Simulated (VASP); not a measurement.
TlCl, 2 atoms in the cell. The structure is tetragonal, space group P4/mmm (No. 123). Conventional cell: a = 3.871 Å, b = 3.871 Å, c = 3.839 Å, α = 90.00°, β = 90.00°, γ = 90.00°. Tl (site symmetry 4/mmm) has 8 Cl at 3.34 Å and 2 Tl at 3.84 Å as nearest neighbours. Around Cl (site symmetry 4/mmm) lie 8 Tl at 3.34 Å and 2 Cl at 3.84 Å. The cell was built by a generator and needn't be a form met in nature. The cell isn't the ideal one: biaxial_xy strain +0.8%.

- Program: VASP 6.6.1
- Task: single point
- Functional: r2SCAN
- Potentials or basis: VASP PAW PBE potentials, release 64 (Tl_d, Cl)
- Cutoff: 520 eV
- k mesh: 6 × 6 × 6
- Occupations: gaussian, width 0.01 eV
- Spin: no spin polarisation
- Dipole correction: no
- Further INCAR settings: ALGO = Normal; EDIFF = 1e-07; NBANDS = 17

Potentials or basis: VASP PAW PBE potentials, release 64 (Tl_d, Cl).

Command:

```sh
$ cat potpaw_PBE.64/Tl_d/POTCAR potpaw_PBE.64/Cl/POTCAR > POTCAR
$ cp INCAR.step1 INCAR
$ mpirun -np 1 vasp_std > vasp.out
$ cp INCAR.step2 INCAR
$ mpirun -np 1 vasp_std > vasp.out
```

Hardware: 1 thread of Intel(R) Xeon(R) Platinum 8488C (Sapphire Rapids), on a shared host.

Estimate the wall time of this run.

It took 78 s on 1 thread of Intel(R) Xeon(R) Platinum 8488C (Sapphire Rapids), on a shared host, peak memory 0.19 GiB. Counts: scf iterations 11, k points 40.
